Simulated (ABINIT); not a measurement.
CdF2:

```
Cd F
1.0
     0.00000    2.69400    2.69400
     2.69400    0.00000    2.69400
     2.69400    2.69400    0.00000
Cd F
1 2
Cartesian
  0.0000 0.0000 0.0000
  4.0410 4.0410 4.0410
  1.3470 1.3470 1.3470
```

Base run:

- Program: ABINIT 10.8.3 (patched build)
- Functional: BLYP
- Potentials or basis: JTH PAW PBE v2.0
- Cutoff: 626 eV
- k mesh: 9 × 9 × 9
- Occupations: fermi-dirac, width 0.05 eV
- Spin: no spin polarisation

Its results: band gap on the k mesh 3.13 eV, indirect (least direct gap 3.57 eV); pressure 8.3 GPa.

Task: After a change of settings the same cell gave: band gap on the k mesh 3.05 eV, indirect (least direct gap 3.51 eV); pressure 4.3 GPa. Which change was it?
A. functional from BLYP to revPBE
B. functional from BLYP to PBEsol; k mesh from 9 × 9 × 9 to 4 × 4 × 4
C. functional from BLYP to PBEsol; k mesh from 9 × 9 × 9 to 12 × 12 × 12
D. functional from BLYP to BP86

Result: D.

Caveats: the PAW data sets were made with another functional, which shifts forces and pressure a little.
